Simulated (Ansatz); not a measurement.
Crystal: GaAs.

```xyz
2
Lattice="0.0000 2.8268 2.8268 2.8268 0.0000 2.8268 2.8268 2.8268 0.0000" Properties=species:S:1:pos:R:3 pbc="T T T"
As    4.2403    4.2403    4.2403
Ga    0.0000    0.0000    0.0000
```

Below is the output of Ansatz 0.2.0 for this cell. Logs are shortened: lines on timing, memory, paths and dates and some standing lists are left out, and cuts for length are marked.

```text
Warning: As: the frozen core of the record relaxes in the run; the density that this induces, of no net charge, counts in the energy, the forces and the stress and is in none of the fields that output.write_density writes, but for the moments of the core's response to a field; where the core is relaxed in the converged state, core_induced_density.tsv beside their files holds, by atom and radius, the spherical part of it alone, to first order, the core's and, with some records, what their partial waves miss of the valence's (output.write_density, Limitations, says what it leaves out); compare the fields only with those of runs on the same records
Warning: RAYON_NUM_THREADS=2 ignored (pool sized by the plan → 2); use --threads N
scf.n_extra_bands = 6 over 18 filled bands (N_el = 36.0): the run solves 24 bands
Engine: ansatz 0.2.0, aarch64-unknown-linux-gnu
Pseudopotentials: kind: paw, level: accurate
Pseudopotential: As, paw, valence charge 15, recommended cutoff 580 eV (normal), As.paw.azcp#accurate
Pseudopotential: Ga, paw, valence charge 21, recommended cutoff 1300 eV (high), Ga.paw.azcp
Functional definition: PBE
  parameter kappa = 0.804
  parameter beta = 0.06672455060314922
  exchange = pbe_x(kappa = kappa, mu = beta*pi^2/3)
  correlation = pbe_c(beta = beta)
Crystal: 2 atoms, lattice volume = 45.179 Å³
Basis set: ecut = 1300 eV, 4909 PW (Γ), exchange–correlation on 144×144×144 points (8 copies of the dense FFT grid, shifted against one another)
Bands: 24, of which v1, the nominal top of the filled ones, is band 18 counted from 1 (17 counted from 0)
Symmetry: 24 space group operations
Space group: F-43m (ITA 216), of the structure as read, at distance tolerance 3.6e-5 Å
k-points: 29 of 512 (time reversal used)
Non-local potential: As, projectors of the file, l = 0: 3, l = 1: 3, l = 2: 3, l = 3: 2, l = 4: 1
Non-local potential: Ga, projectors of the file, l = 0: 3, l = 1: 3, l = 2: 3, l = 3: 2
PAW form: soft (Blöchl's): semilocal exchange-correlation on the pseudo side does not see the compensation charge
PAW one-centre angular grid: As, 590 points (default); XC on 64 Gauss nodes
PAW one-centre angular grid: Ga, 590 points (default); XC on 64 Gauss nodes
Initial density: superposition of atomic densities (chi_scale 0.1, normalization cell, long waves kept (reshape's long-wave potential 0.00 eV rms))
Initial wavefunctions: pseudopotential atomic-orbital guess
Functional: x = pbe(κ = 0.804, μ = 0.2195149727645171), c = pbe(β = 0.06672455060314922)
SCF iter   1: F=—  HF=-13270.980892 eV  |F-HF|=—  |Δ(HF+E_count)|=         —  Δρ=4.59e-2  dr2=5.83e-1  ethr=3.10e-3  ⟨swp⟩=5.4  Hψ=3333  notcnv=0
preconditioner: auto → none  [insulator: Δε(μ)=0.464 eV  Ē_g=17.735 eV  σ=0.050 eV  W_gap=0.98  n_scr=14 (ndim 8)  ℏωp=23.4 eV  f_vac=0.039  D(μ)=0.00/eV (n_scr^D=0)  ε∞_Penn≈2.7]
SCF iter   2: F=—  HF=-13270.896110 eV  |F-HF|=—  |Δ(HF+E_count)|=   8.48e-2  Δρ=2.09e-2  dr2=1.12e-1  ethr=1.62e-3  ⟨swp⟩=3.0  Hψ=1450  notcnv=0  defer=42
SCF iter   3: F=—  HF=-13270.891793 eV  |F-HF|=—  |Δ(HF+E_count)|=   4.32e-3  Δρ=1.18e-2  dr2=2.81e-2  ethr=3.10e-4  ⟨swp⟩=3.0  Hψ=1409  notcnv=0  defer=42
SCF iter   4: F=—  HF=-13270.891443 eV  |F-HF|=—  |Δ(HF+E_count)|=   3.50e-4  Δρ=1.15e-3  dr2=1.97e-4  ethr=7.82e-5  ⟨swp⟩=3.0  Hψ=1151  notcnv=0  defer=42
SCF iter   5: F=—  HF=-13270.891676 eV  |F-HF|=—  |Δ(HF+E_count)|=   2.34e-4  Δρ=3.45e-4  dr2=1.77e-5  ethr=5.48e-7  ⟨swp⟩=3.0  Hψ=1203  notcnv=0  defer=42
SCF iter   6: F=—  HF=-13270.891633 eV  |F-HF|=—  |Δ(HF+E_count)|=   4.35e-5  Δρ=6.38e-5  dr2=1.38e-6  ethr=4.92e-8  ⟨swp⟩=3.0  Hψ=1171  notcnv=0  defer=42
SCF iter   7: F=-13270.891633 eV  HF=-13270.891633 eV  |F-HF|=1.46e-8  |Δ(HF+E_count)|=   1.71e-7  Δρ=9.79e-6  dr2=2.37e-8  ethr=2.78e-10  ⟨swp⟩=13.7  Hψ=5852  notcnv=0
SCF 1 converged in 7 iterations: F = -13270.891633 eV  dr2 = 2.37e-8
  greatest PAW one-centre occupation: 0.995 electrons in one spin orbital (limit 2), on the Ga atom at site 1 (counted from 0), in its partial waves of l = 0
NSCF: frozen V_eff on 142 k-points
SCF converged after 7 iterations
Free energy (F): -13270.891633 eV
Harris-Foulkes:  -13270.891633 eV  (|F-HF|=1.46e-8)
Internal energy: -13270.891609 eV  (E = F + TS)
E sigma→0 (E₀):  -13270.891621 eV
Entropy (-TS):   -0.000024 eV (-0.012 meV/atom)
Fermi energy:    8.906972 eV
--- Per-component energies (eV) ---
  E_band       = -1084.111526
  E_kinetic    = 975.807256
  E_local      = -12621.712359  (includes V_loc(G=0)·N_el)
  E_nonlocal   = 2458.756651
  E_hartree    = 4785.365505
  E_xc         = -446.342936
  E_vxc        = -302.475478  (∫ρ·V_xc dr)
  E_paw        = -3890.816467  (= ΣΔE_a, less E_core_relax)
  E_vpaw       = -1165.214284  (= ΣTr[D̂ρ^β], less what the cores' own moments, if any, meet on the grid)
  E_core_relax = -0.000077  (the energy of the cores' relaxation)
  E_aug_tail   = 0.000047  (compensation charges beyond the density's cutoff)
  E_ewald      = -4531.949229
  E_smearing   = -0.000024  (= −TS)
  E_closure    = -0.000000  (closes the sum)
  Σ components = -13270.891633   (vs F -13270.891633, Δ=0.00e0)
--- Forces (eV/Å), atoms counted from 1 ---
  atom   1  As     0.00000000    -0.00000000    -0.00000000
  atom   2  Ga    -0.00000000     0.00000000    -0.00000000
  max |Σ_I F_I| component: 3.70e-17 eV/Å
--- Stress (GPa, compression-positive) ---
        3.275495      -0.000000      -0.000000
        0.000000       3.275495       0.000000
       -0.000000       0.000000       3.275495
  P = ⅓ Tr σ = 3.2755 GPa (32.755 kbar)
--- Band table (eV; the first three rows and the last of 29) ---
  k-point 0: bands = ["-134.9907", "-85.7198", "-85.7198", "-85.7198", "-26.5226", "-26.5226", "-26.5226", "-26.5131", "-26.5131", "-6.1603", "-6.1603", "-6.1603", "-6.0820", "-6.0820", "-4.1092", "8.6176", "8.6176", "8.6176", "9.1381", "12.3582", "12.3582", "12.3582", "16.2162", "18.7788"]
  k-point 1: bands = ["-134.9907", "-85.7198", "-85.7198", "-85.7198", "-26.5225", "-26.5224", "-26.5224", "-26.5130", "-26.5130", "-6.1741", "-6.1567", "-6.1567", "-6.0822", "-6.0822", "-3.9264", "6.6573", "8.3820", "8.3820", "10.2129", "12.7057", "12.7057", "12.8179", "17.1531", "17.9124"]
  k-point 2: bands = ["-134.9907", "-85.7198", "-85.7198", "-85.7198", "-26.5225", "-26.5221", "-26.5221", "-26.5129", "-26.5129", "-6.2043", "-6.1490", "-6.1490", "-6.0817", "-6.0817", "-3.4165", "4.4838", "7.9407", "7.9407", "10.0735", "13.2237", "13.2237", "14.5764", "17.5920", "17.6692"]
  k-point 28: bands = ["-134.9907", "-85.7198", "-85.7198", "-85.7198", "-26.5223", "-26.5219", "-26.5208", "-26.5132", "-26.5124", "-6.2607", "-6.1286", "-6.1160", "-6.0925", "-6.0783", "-1.5513", "1.9948", "5.0874", "5.2804", "13.2437", "13.3419", "14.0360", "14.6679", "19.6952", "20.8988"]
```

Question: What input gives this log?

Answer: Band structure with PBE, no spin polarisation. The files as run (others can give the same):

input.yaml
```yaml
crystal:
  lattice:
    - [0.0, 2.82685, 2.82685]
    - [2.82685, 0.0, 2.82685]
    - [2.82685, 2.82685, 0.0]
  atoms:
    - { symbol: As, position: [0.75, 0.75, 0.75] }
    - { symbol: Ga, position: [0.0, 0.0, 0.0] }
hamiltonian:
  xc: pbe
  pseudopotentials: { kind: paw, level: accurate }
kpoints:
  mp_grid: { grid: [8, 8, 8] }
  band_path:
    path:
      - [[0.0, 0.0, 0.0], [0.5, 0.0, 0.5], [0.5, 0.25, 0.75], [0.375, 0.375, 0.75], [0.0, 0.0, 0.0], [0.5, 0.5, 0.5], [0.625, 0.25, 0.625], [0.5, 0.25, 0.75], [0.5, 0.5, 0.5], [0.375, 0.375, 0.75]]
      - [[0.625, 0.25, 0.625], [0.5, 0.0, 0.5]]
    npoints: 14
scf:
  occupations: { method: fermi_dirac, width: 0.05 }
  n_extra_bands: 6
output:
  forces: true
  stress: true
  eigenvalues: true
  fatbands: false
  write_density: true
  write_potential: true
  elf: true
  volumetric_format: npy
```

Potentials or basis: Ansatz PAW earlier set.
The run is started by
```bash
$ ansatz run input.yaml --threads 2 --pin off --max-ram 5120MiB --backend cpu --events-out ev --progress --plain --runs-dir out
```
